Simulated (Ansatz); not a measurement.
# SiC (Moissanite) in Ansatz: convergence with ecutfock ratio

SiC (Moissanite):

```
CELL_PARAMETERS angstrom
3.07600 0.00000 0.00000
-1.53800 2.66389 0.00000
0.00000 0.00000 5.04800
ATOMIC_POSITIONS crystal
Si 0.66667 0.33333 0.50000
Si 0.33333 0.66667 0.00000
C 0.66667 0.33333 0.88500
C 0.33333 0.66667 0.38500
```

- Program: Ansatz 0.2.0
- Task: convergence study
- Functional: HSE06
- Potentials or basis: Ansatz PAW
- Cutoff: 420 eV
- Density cutoff: 1680 eV
- k mesh: 5 × 5 × 3
- Occupations: methfessel-paxton, width 0.05 eV
- Spin: no spin polarisation

These are the settings of the first run; the series varies ecutfock ratio, with any setting tied to it.

Hardware: 2 threads of Intel(R) Xeon(R) Processor @ 2.50GHz (Skylake/Cascade Lake) (shared host).

```
ecutfock ratio  energy less the tightest run, at zero smearing (meV/atom)  SCF cycles  CPU time (s)  peak memory (GiB)
             1                                                       0.72          11            30               0.52
             2                                                       0.01          11            35               0.58
             3                                                       0.00          11            39               0.62
             4                                                       0.00          11            38               0.63
```

Against the tightest run, the energy stays within 1 meV/atom from 1 on. The tightest run that finished is the yardstick and may itself not be fully converged.

Caveat, for the tightest run too: the k mesh is coarse (spacing up to 0.47 Å⁻¹), so the values aren't converged, least of all with exact exchange.
